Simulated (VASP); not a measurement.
A run of VASP 6.6.1:

The input INCAR:

```
PREC = Accurate
ENCUT = 520
EDIFF = 1E-7
ISMEAR = 0
SIGMA = 0.1
LREAL = F
LASPH = T
NELM = 60
ALGO = Normal
ISIF = 3
LWAVE = F
LCHARG = F
GGA = PS
IBRION = 2
NSW = 80
EDIFFG = -0.002
```

KPOINTS

```
regular mesh
0
Gamma
  16 16 16
```

The input POSCAR:

```
TaC                                     
1.0
    0.0000000000      2.2216390163      2.2216390163
    2.2216390163      0.0000000000      2.2216390163
    2.2216390163      2.2216390163      0.0000000000
  Ta              C             
     1     1
Direct
     0.0000000000000000    0.0000000000000000    0.0000000000000000
     0.5000000000000000    0.5000000000000000    0.5000000000000000
```

Potentials or basis: VASP PAW PBE potentials, release 64 (Ta_pv, C).

Launch:

```sh
$ cat potpaw_PBE.64/Ta_pv/POTCAR potpaw_PBE.64/C/POTCAR > POTCAR
$ mpirun -np 1 vasp_std > vasp.out
```

Hardware: 1 thread of Intel(R) Xeon(R) 6975P-C (Granite Rapids), on a shared host.

Q: Estimate the wall time of this run.

A: Wall time 11 s on 1 thread of Intel(R) Xeon(R) 6975P-C (Granite Rapids) (shared host), peak memory 0.17 GiB. Counts: scf iterations 14, k points 145, ion steps 1.
